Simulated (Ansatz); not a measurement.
Crystal: TiO.

```
Ti O
1.0
     3.03100    0.00000    0.00000
    -1.51550    2.62492    0.00000
     0.00000    0.00000    3.23770
Ti O
1 1
Direct
  0.66667 0.33333 0.00000
  0.00000 0.00000 0.50000
```

Program: Ansatz 0.2.0. Alike in all runs: task projected density of states; potentials or basis Ansatz PAW; no spin polarisation; cell as given; k mesh 10 × 10 × 8; cutoff (eV) 420; smearing fermi-dirac 0.05 eV.

Order these runs on this cell by their pressure, lowest first.
A. level PBEsol+U; U Ti d U = 2 eV; hubbard projectors ortho-atomic (the default); double counting fll (the default)
B. level PBEsol
C. level PBEsol+U; U Ti d U = 4 eV; hubbard projectors ortho-atomic (the default); double counting fll (the default)
D. level PBEsol+U; U Ti d U = 8 eV; hubbard projectors ortho-atomic (the default); double counting fll (the default)
E. level PBEsol+U; U Ti d U = 6 eV; hubbard projectors ortho-atomic (the default); double counting fll (the default)

B (-40.4 GPa), A (-38.6 GPa), C (-36.3 GPa), E (-22.2 GPa), D (-11.1 GPa).

Caveats: the PAW data sets come from PBE, with cores solved anew for the run's functional, which leaves a small shift of forces and pressure; a pressure of tens of GPa on the cell as given is suspect, and the run, the potentials or the cell itself is likely at fault (some runs); semilocal functionals often make such compounds metallic where correlation or magnetic order opens a gap, which also shifts bond lengths (some runs); U without spin polarisation on a metal has little footing (some runs).
